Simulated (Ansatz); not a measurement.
Wanted: the native input for an Ansatz 0.2.0 run.

* Task: single point
* Functional: PBE
* Potentials or basis: Ansatz PAW
* Cutoff: 420 eV (not typed: the program's choice for these potentials)
* k mesh: 6 × 3 × 9
* Occupations: gaussian, width 0.013 eV
* Spin: no spin polarisation

The system is Al2O3.

```xyz
10
Lattice="4.6138 0.0000 0.0000 0.0000 9.5633 0.0000 0.0000 0.0000 3.1199" Properties=species:S:1:pos:R:3 pbc="T T T"
Al    4.5352    7.8856    0.0000
Al    0.0785    1.6777    0.0000
Al    2.2283    6.4593    1.5599
Al    2.3854    3.1040    1.5599
O     2.3069    4.7816    1.5599
O     0.5704    7.2016    1.5599
O     1.7365    2.4200    0.0000
O     2.8773    7.1433    0.0000
O     0.0000    0.0000    0.0000
O     4.0434    2.3617    1.5599
```

Measurements of this composition are mostly on another form, of space group No. 167.

These files were run (other wordings do the same):

input.yaml

```yaml
crystal:
  lattice:
    - [4.613777, 0.0, 0.0]
    - [0.0, 9.563279, 0.0]
    - [0.0, 0.0, 3.119862]
  atoms:
    - { symbol: Al, position: [0.982975, 0.824573, 0.0] }
    - { symbol: Al, position: [0.017025, 0.175427, 0.0] }
    - { symbol: Al, position: [0.482975, 0.675427, 0.5] }
    - { symbol: Al, position: [0.517025, 0.324573, 0.5] }
    - { symbol: O, position: [0.5, 0.5, 0.5] }
    - { symbol: O, position: [0.123635, 0.75305, 0.5] }
    - { symbol: O, position: [0.376365, 0.25305, 0.0] }
    - { symbol: O, position: [0.623635, 0.74695, 0.0] }
    - { symbol: O, position: [0.0, 0.0, 0.0] }
    - { symbol: O, position: [0.876365, 0.24695, 0.5] }
hamiltonian:
  xc: pbe
  pseudopotentials: { kind: paw }
kpoints:
  mp_grid: { grid: [6, 3, 9] }
scf:
  occupations: { method: gaussian, width: 0.013 }
output:
  forces: true
  stress: true
  eigenvalues: true
```

Potentials or basis: Ansatz PAW.

Launch:

```console
$ ansatz run input.yaml --threads 4 --pin off --max-ram 11264MiB --backend cpu --events-out ev --progress --plain --runs-dir out
```

Results of the run:

| Item | Value |
| --- | --- |
| Pressure | 0.0 GPa |
| Largest force | 0.190 eV/Å |
| Band gap on the k mesh | 3.52 eV, direct |

Caveat: odd divisions of the mesh miss points on the zone boundary, where band edges often lie, so the gap on the mesh can be too wide; the pressure holds a Pulay correction of +0.5 GPa for the finite cutoff.

Wall time 3.3 s on 4 threads of Arm Neoverse V1, on a shared host, peak memory 0.49 GiB.
